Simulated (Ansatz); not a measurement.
# Cl (Cmmm) at 2 levels of theory

One geometry, relaxed with PBE; plane waves with PAW potentials in Ansatz, scalar-relativistic. No spin polarisation. Gaps are the least over mesh and band path; pressure is positive in compression.

```cif
data_structure
_symmetry_space_group_name_H-M 'Cmmm'
_symmetry_Int_Tables_number 65
_cell_length_a 4.3803
_cell_length_b 9.2387
_cell_length_c 4.3336
_cell_angle_alpha 90.000
_cell_angle_beta 90.000
_cell_angle_gamma 90.000
_cell_volume 175.37
loop_
_atom_site_label
_atom_site_type_symbol
_atom_site_symmetry_multiplicity
_atom_site_Wyckoff_symbol
_atom_site_fract_x
_atom_site_fract_y
_atom_site_fract_z
_atom_site_occupancy
Cl1 Cl 4 i 0.00000 0.39104 0.00000 1
```

```tsv
level	cutoff (eV)	k mesh	gap (eV)	pressure (GPa)
PBE	420	8×8×6	1.80	0.0
```

Problem. What comes out on the same cell with LDA?

Solution.
```csv
level,cutoff (eV),k mesh,gap (eV),pressure (GPa)
LDA,420,8×8×6,1.63,-1.3
```

The cell holds layers, chains or molecules and no dispersion correction was added, so their binding is poorly described.

The cell was found from a structure generator's guess, not taken from experiment.
